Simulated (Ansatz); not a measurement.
The cell is COD entry 9012723, as deposited and not checked against the literature; nothing was relaxed.

Ga: DFT, PBE, PAW with Ansatz's default frozen-core files, scalar-relativistic (Ansatz 0.2.0).

Command: `ansatz run input.yaml --threads 1 --pin off --max-ram 3072MiB --backend cpu --events-out ev --progress --plain --runs-dir out` The run took 21 s on 1 thread of Arm Neoverse V1, with other jobs on the host, peak memory 0.47 GiB.

```yaml
crystal:
  lattice:
    - [-1.404, 1.404, 2.229]
    - [1.404, -1.404, 2.229]
    - [1.404, 1.404, -2.229]
  atoms:
    - { symbol: Ga, position: [0.0, 0.0, 0.0] }
kpoints:
  mp_grid: { grid: [14, 14, 16] }
  band_path:
    path:
      - [0.0, 0.0, 0.0]
      - [0.0, 0.0, 0.5]
      - [0.25, 0.25, 0.25]
      - [0.0, 0.5, 0.0]
      - [0.0, 0.0, 0.0]
      - [0.5, 0.5, -0.5]
      - [0.3491868475, 0.6508131525, -0.3491868475]
      - [-0.3491868475, 0.3491868475, 0.3491868475]
      - [0.0, 0.0, 0.0]
    npoints: 14
scf:
  occupations: { method: fermi_dirac, width: 0.05 }
hamiltonian:
  xc: pbe
  pseudopotentials: { kind: paw }
output:
  forces: true
  stress: true
  eigenvalues: true
  efg: { contact_densities: true }
  populations: true
  bader: true
  dos: { projected: true, de: 0.2, e_range: [-14, 8] }
  write_density: true
  write_potential: true
  elf: true
  volumetric_format: npy
```

Output:

```
Warning: crystal.symmetry: narrowed to the stabiliser of the k-point mesh — unitary ops 16 → 4; excluded 12 operations that carry a point of the 14×14×16 mesh (shift [0, 0, 0]) off the mesh (the run samples exactly the mesh kpoints.mp_grid names, as under crystal.symmetry.detect: false, and its converged state has the mesh's symmetry, not the crystal's; ε∞, the Born charges and the force constants of a linear response (`dielectric:` by the response, `phonons.method: dfpt`) are averaged over those of the crystal's operations that the state keeps within a tolerance, where `mesh_tensors`, `unaveraged_element` or `gamma_mean_max_change_ev_ang2` stands beside them; a row that `dielectric.field_direction` solves alone is averaged likewise, with nothing beside; a Γ-centred mesh of equal divisions is mapped onto itself by every operation and keeps the whole group, as does a half-shifted one under kpoints.further_shifts: images)
Engine: ansatz 0.2.0
Pseudopotentials: kind: paw
Pseudopotential: Ga, paw, valence charge 13, recommended cutoff 420 eV (normal)
Functional definition: PBE
  parameter kappa = 0.804
  parameter beta = 0.06672455060314922
  exchange = pbe_x(kappa = kappa, mu = beta*pi^2/3)
  correlation = pbe_c(beta = beta)
Crystal: 1 atoms, lattice volume = 17.575 Å³
Basis set: ecut = 420 eV, 339 PW (Γ), exchange–correlation on 40×40×40 points (8 copies of the dense FFT grid, shifted against one another)
Bands: 11, of which v1, the nominal top of the filled ones, is band 7 counted from 1 (6 counted from 0)
Symmetry: 4 space group operations
k-points: 849 of 3136
Non-local potential: Ga, projectors of the file, l = 0: 2, l = 1: 2, l = 2: 3, l = 3: 1
PAW form: soft (Blöchl's): semilocal exchange-correlation on the pseudo side does not see the compensation charge
PAW one-centre angular grid: Ga, 590 points (default); XC on 64 Gauss nodes
Initial density: superposition of atomic densities (neutral atoms: chi_scale 0, normalization atom), corrected by the library's trained network
Initial wavefunctions: pseudopotential atomic-orbital guess
Functional: x = pbe(κ = 0.804, μ = 0.2195149727645171), c = pbe(β = 0.06672455060314922)
SCF iter   1: F=—  HF=-3782.984267 eV  |F-HF|=—  |Δ(HF+E_count)|=         —  Δρ=1.05e-3  dr2=8.58e-5  ethr=1.77e-3  ⟨swp⟩=5.1  Hψ=56164  notcnv=0
preconditioner: auto → none  [metal: Δε(μ)=0.025 eV  Ē_g=22.032 eV  σ=0.050 eV  W_gap=0.12  n_scr=0 (ndim 8)  ℏωp=31.9 eV  f_vac=0.000  D(μ)=0.32/eV (n_scr^D=0)]
SCF iter   2: F=—  HF=-3782.984177 eV  |F-HF|=—  |Δ(HF+E_count)|=   9.06e-5  Δρ=5.67e-4  dr2=3.44e-5  ethr=6.60e-7  ⟨swp⟩=2.0  Hψ=20948  notcnv=0
SCF iter   3: F=—  HF=-3782.984166 eV  |F-HF|=—  |Δ(HF+E_count)|=   1.09e-5  Δρ=2.76e-4  dr2=7.15e-6  ethr=2.65e-7  ⟨swp⟩=2.0  Hψ=13297  notcnv=0
SCF iter   4: F=—  HF=-3782.984179 eV  |F-HF|=—  |Δ(HF+E_count)|=   1.32e-5  Δρ=1.15e-4  dr2=1.32e-6  ethr=5.50e-8  ⟨swp⟩=2.0  Hψ=14554  notcnv=0
iter 5 did not close the SCF: its close was put off for the readings that it lacked (scf_convergence_deferred on its scf_iter line)
SCF iter   5: F=-3782.984178 eV  HF=-3782.984178 eV  |F-HF|=1.03e-7  |Δ(HF+E_count)|=   1.21e-6  Δρ=2.09e-5  dr2=4.45e-8  ethr=1.01e-8  ⟨swp⟩=2.0  Hψ=13410  notcnv=0
SCF iter   6: F=-3782.984178 eV  HF=-3782.984178 eV  |F-HF|=1.20e-9  |Δ(HF+E_count)|=   3.59e-8  Δρ=2.59e-6  dr2=6.21e-10  ethr=3.43e-10  ⟨swp⟩=5.5  Hψ=49358  notcnv=0
SCF 1 converged in 6 iterations: F = -3782.984178 eV  dr2 = 6.21e-10
  greatest PAW one-centre occupation: 0.994 electrons in one spin orbital (limit 2), on the Ga atom at site 0 (counted from 0), in its partial waves of l = 2
NSCF: frozen V_eff on 113 k-points
SCF converged after 6 iterations
Free energy (F): -3782.984178 eV
Harris-Foulkes:  -3782.984178 eV  (|F-HF|=1.20e-9)
Internal energy: -3782.981521 eV  (E = F + TS)
E sigma→0 (E₀):  -3782.982850 eV
Entropy (-TS):   -0.002656 eV (-2.656 meV/atom)
Fermi energy:    10.739137 eV
--- Per-component energies (eV) ---
  E_band       = -23.373147
  E_kinetic    = 115.358215
  E_local      = -1731.525833  (includes V_loc(G=0)·N_el)
  E_nonlocal   = 422.306710
  E_hartree    = 817.443759
  E_xc         = -69.792954
  E_vxc        = -58.698569  (∫ρ·V_xc dr)
  E_paw        = -1985.574886  (= ΣΔE_a)
  E_vpaw       = -405.699671  (= ΣTr[D̂ρ^β])
  E_aug_tail   = -0.000097  (compensation charges beyond the density's cutoff)
  E_ewald      = -1351.196434
  E_smearing   = -0.002656  (= −TS)
  E_closure    = -0.000000  (closes the sum)
  Σ components = -3782.984178   (vs F -3782.984178, Δ=0.00e0)
--- Forces (eV/Å), atoms counted from 1 ---
  atom   1  Ga     0.00000000    -0.00000000     0.00000000
  max |Σ_I F_I| component: 2.47e-32 eV/Å
--- Stress (GPa, compression-positive) ---
        4.494520      -0.062988       0.096757
       -0.062988       4.494520       0.096757
        0.096757       0.096757       3.889226
  P = ⅓ Tr σ = 4.2928 GPa (42.928 kbar)
--- PAW observables at the nuclei: V_zz in 10²¹ V/m², potentials from the cell's mean, atoms counted from 1 ---
  atom   1  Ga V_zz =    +2.141951   η = 0.0048   by run symmetry: allowed
            electrostatic potential = -4134.195269 V   contact ρ = 187443.262952 e/Å³
--- Band table (eV; the first three rows and the last of 849) ---
  k-point 0: bands = ["-4.3351", "-4.2026", "-4.2024", "-4.1791", "-4.0398", "-0.8901", "23.7400", "23.7402", "23.7885", "26.9627", "27.1208"]
  k-point 1: bands = ["-4.3198", "-4.2113", "-4.1958", "-4.1740", "-4.0472", "-0.7384", "22.5657", "22.8731", "23.2207", "25.3200", "28.3795"]
  k-point 2: bands = ["-4.2757", "-4.2358", "-4.1766", "-4.1627", "-4.0681", "-0.2803", "20.7462", "21.2607", "22.0596", "23.5827", "29.0456"]
  k-point 848: bands = ["-4.4780", "-4.3963", "-3.9739", "-3.9660", "-3.9657", "6.8809", "7.0296", "17.2766", "17.2767", "20.4490", "21.3227"]
--- Löwdin populations: 1 site ---
  site symbol       q [e]
     0     Ga     12.9771
  spilling = 0.001759 (of n_electrons = 13.000000)
--- Bader charges: 1 site ---
  site symbol  charge [e]  shift [e]
     0     Ga      0.0000     0.0000
  estimated error of the sums over rays = 2.9e-7 e
```

populations.tsv:

```
# site	symbol	l	j	q
# orbitals = lowdin
# n_electrons = 13.000000
# spilling = 0.001759
0	Ga	0_4S	-	1.272373
0	Ga	1_4P	-	1.719644
0	Ga	2_3D	-	9.985120
```

bader_charges.tsv:

```
# site	symbol	x_ang	y_ang	z_ang	partial_charge_e	electrons	volume_ang3	relative_density_drop	shared_charge_e	partial_wave_shift_e
# quadrature_error_electrons = 2.9e-7
0	Ga	0.0000	0.0000	0.0000	0.00000	31.00000	17.58	-	0.00000	0.00000
```
